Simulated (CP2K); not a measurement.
The system is Ir.

```xyz
1
Lattice="2.7091 0.0000 0.0000 1.3545 2.3461 0.0000 1.3545 0.7820 2.2119" Properties=species:S:1:pos:R:3 pbc="T T T"
Ir    0.0000    0.0000    0.0000
```

Base run:

| Item | Value |
| --- | --- |
| Program | CP2K 2026.2 |
| Functional | PBE |
| Potentials or basis | POTENTIAL_UZH Ir GTH-PBE0-q17; DZVP-MOLOPT-SR-GTH basis |
| Density cutoff | 6123 eV |
| k mesh | 12 × 12 × 12 |
| Occupations | fermi-dirac, width 0.05 eV |
| Spin | no spin polarisation |

Its results: band gap on the k mesh none (metal or under the smearing width); pressure 11.4 GPa.

Problem. The run is repeated on the same cell with these changes: potentials or basis from POTENTIAL_UZH Ir GTH-PBE0-q17; DZVP-MOLOPT-SR-GTH basis to GTH_POTENTIALS Ir GTH-PADE-q17; DZVP-MOLOPT-SR-GTH basis; potentials from Ir GTH-PBE0-q17 of POTENTIAL_UZH to Ir GTH-PADE-q17 of GTH_POTENTIALS. What comes out?

Solution. Band gap on the k mesh none (metal or under the smearing width); pressure -4.6 GPa.

Caveats: the basis of atomic orbitals isn't converged, which shifts pressures, moduli and gaps; the potentials were made for another functional, which shifts forces and pressure (some runs).
